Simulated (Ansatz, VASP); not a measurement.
## One calculation of SiC (Moissanite 3C), two programs

```
Si C
1.0
     0.00000    2.17900    2.17900
     2.17900    0.00000    2.17900
     2.17900    2.17900    0.00000
Si C
1 1
Direct
  0.00000 0.00000 0.00000
  0.75000 0.75000 0.75000
```

Alike in both runs: task band structure; functional r2SCAN; k mesh 10 × 10 × 10; occupations fermi-dirac, width 0.05 eV; no spin polarisation.

|  | VASP | Ansatz |
| --- | --- | --- |
| version | VASP 6.6.1 | Ansatz 0.2.0 |
| potentials or method | VASP PAW PBE potentials, release 64 (Si, C) | Ansatz PAW |
| plane-wave cutoff (eV) | 520 | 500 |
| valence electrons in the cell | 8 | 8 |

```tsv
	VASP	Ansatz	Ansatz less VASP
gap on the k mesh at the Fermi level (eV)	1.73	1.71	-0.011
least direct gap on the mesh (eV)	5.06	5.05	-0.013
gap along the band path (eV)	1.73	1.71	-0.011
pressure (GPa)	-0.4	-0.3	+0.18
```

Caveats: the PAW data sets were made with another functional, which shifts forces and pressure a little (VASP); the PAW data sets come from PBE, with cores solved anew for the run's functional, which leaves a small shift of forces and pressure (Ansatz). r2SCAN opens gaps a little over a GGA but as a rule still falls short of measured ones.
